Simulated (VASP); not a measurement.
A run of VASP 6.6.1:

File INCAR:

```
SYSTEM = CdSe
  PREC = Accurate
  ENCUT = 600
  EDIFF = 1E-7
  ISMEAR = 0
  SIGMA = 0.1
  LREAL = .FALSE.
  LASPH = .TRUE.
  NELM = 80
  ALGO = Normal
  ISIF = 3
  LWAVE = .FALSE.
  LCHARG = .FALSE.
  METAGGA = R2SCAN
  LMIXTAU = .TRUE.
  IBRION = 2
  NSW = 90
  EDIFFG = -0.005
```

File KPOINTS:

```
regular mesh
0
G
  12 12 12
  0 0 0
```

File POSCAR:

```
CdSe
1.0
    0.0000000000      2.8739580000      2.8739580000
    2.8739580000      0.0000000000      2.8739580000
    2.8739580000      2.8739580000      0.0000000000
Cd Se
1 1
Direct
    0.0000000000      0.0000000000      0.0000000000
    0.5000000000      0.5000000000      0.5000000000
```

Potentials or basis: VASP PAW PBE potentials, release 64 (Cd, Se).

Command:

```bash
$ cat potpaw_PBE.64/Cd/POTCAR potpaw_PBE.64/Se/POTCAR > POTCAR
$ mpirun -np 1 vasp_std > vasp.out
```

Hardware: 1 thread of AMD EPYC 9R14 (Zen 4), with other jobs on the host.

Q: How long does it take, and how much memory?

A: It took 7.2 min on 1 thread of AMD EPYC 9R14 (Zen 4), with other jobs on the host, peak memory 0.21 GiB. Counts: scf iterations 42, k points 72, ion steps 3.
